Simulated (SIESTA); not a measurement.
The system is TiO2.

```
Ti O
1.0
     2.96826    0.00000    0.00000
     0.00021    4.70761    0.00000
     1.48357    0.24235    7.08346
Ti O
3 6
Cartesian
  0.0111 0.0020 0.0050
  1.4933 2.3377 2.2452
  2.9797 2.6161 4.8486
  1.4969 0.9041 0.9105
  2.9795 1.5111 3.2009
  1.4967 1.6498 5.7110
  2.9804 3.3042 1.3825
  1.4963 3.4427 3.8925
  2.9811 4.0496 6.1826
```

The cell comes from a database or a generator and needn't be the stable form of this composition.

Base run:

* Program: SIESTA 5.4.2
* Functional: PBE
* Potentials or basis: PseudoDojo 0.4 standard (PBE files)
* Basis: DZP (energy shift 0.003 Ry; two zetas on semicore shells)
* Grid cutoff: 800 Ry
* Energy shift: 0.003 Ry
* k mesh: 9 × 6 × 4
* Occupations: fermi-dirac, width 0.05 eV
* Spin: no spin polarisation

Its results: band gap on the k mesh 2.15 eV, indirect (least direct gap 2.20 eV); pressure 7.1 GPa; largest force 0.523 eV/Å.

Task: The run is repeated on the same cell with these changes: functional from PBE to LDA; potentials or basis from PseudoDojo 0.4 standard (PBE files) to PseudoDojo 0.4 standard (LDA files). What comes out?

Result: Band gap on the k mesh 2.09 eV, indirect (least direct gap 2.14 eV); pressure -4.9 GPa; largest force 0.117 eV/Å.

Caveats: the basis of atomic orbitals isn't converged, which shifts pressures, moduli and gaps; an odd mesh through Γ misses points on the zone boundary, where band edges often lie (some runs).
